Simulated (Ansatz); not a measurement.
AlNi₂: how the energy converges with the cutoff

AlNi₂, P-3m1, a = 3.974 Å, c = 4.904 Å. The structure is a Materials Project entry; whether it is the stable form wasn't checked. Ansatz: r2SCAN, PAW, cutoff varied, Γ-centred 12×12×8 mesh on 6 atoms, Gaussian smearing 0.10 eV; no spin polarisation. Single points at one geometry, the cutoff alone changed; ΔE is the energy at zero smearing over the run at 850 eV. The runs up to 460 eV lie under the cutoff recommended for these PAW datasets.

```
cutoff (eV)  ΔE (meV/atom)
        150       60614.87
        200       10200.15
        250        1594.00
        300         189.93
        350          16.97
        380           7.64
        460           3.30
        500              ?
        520           1.48
        600           0.83
        700           0.56
```

**Question.** Assume ΔE falls exponentially with the cutoff, fit y = ln ΔE against x, the cutoff in eV, to the other rows, and predict the missing value.

**Answer.** y = 11.012, 9.230, 7.374, 5.247, 2.831, 2.033, 1.194, 0.392, -0.186, -0.580. Means x = 391.0, y = 3.8547; Σ(Δx)² = 285090, ΣΔxΔy = -6158; the slope is their ratio. y = 12.30 − 0.02160 x, a factor of ten per 107 eV. At 500 eV this gives ΔE = 4.48 meV/atom. The run gave 1.89, a ratio of 2.37. Between neighbouring rows the decay runs from a factor of ten per 48 eV to one per 585 eV, so one exponential is only a rough guide. The fast fall gives way to a slow tail.

Cost: 12 runs of about 8.3 core-minutes in all, on Intel Xeon Platinum 8488C (Sapphire Rapids) (shared hosts).